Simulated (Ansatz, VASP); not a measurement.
HfO2: VASP beside Ansatz

```
CELL_PARAMETERS angstrom
0.00000 2.54881 2.54881
2.54881 0.00000 2.54881
2.54881 2.54881 0.00000
ATOMIC_POSITIONS crystal
Hf 0.00000 0.00000 0.00000
O 0.19115 0.19115 0.22562
O 0.75000 0.75000 0.75000
```

Alike in both runs: task single point; functional PBE; k mesh 8 × 8 × 8; occupations gaussian, width 0.05 eV; no spin polarisation.

```csv
,VASP,Ansatz
version,VASP 6.6.1,Ansatz 0.2.0
potentials or method,"VASP PAW PBE potentials, release 64 (Hf_pv, O)","scalar-relativistic, plane waves, PAW"
plane-wave cutoff (eV),520,420
valence electrons in the cell,22,38
```

```csv
,VASP,Ansatz,Ansatz less VASP
gap on the k mesh at the Fermi level (eV),3.95,3.94,-0.010
least direct gap on the mesh (eV),3.95,3.94,-0.010
pressure (GPa),18.7,21.9,+3.21
largest component of the traceless stress (GPa),18.11,18.76,+0.642
rms of the force components (eV/Å),3.628,3.654,+0.0259
```

Atom by atom the forces differ by 0.026 eV/Å (rms over components). The functional is the same, so the differences come from potentials, cutoffs and numerics. The two sets of potentials don't hold the same shells in valence.

Caveats: so large a pressure means that the cell lies far from this level's equilibrium, or that cutoff or potentials fall short (VASP); spin-orbit coupling is left out, which moves the levels of the heavy elements; forces of over 1 eV/Å show positions far from the minimum, so gaps and moduli don't describe the material at rest. A k mesh can miss the band edges.
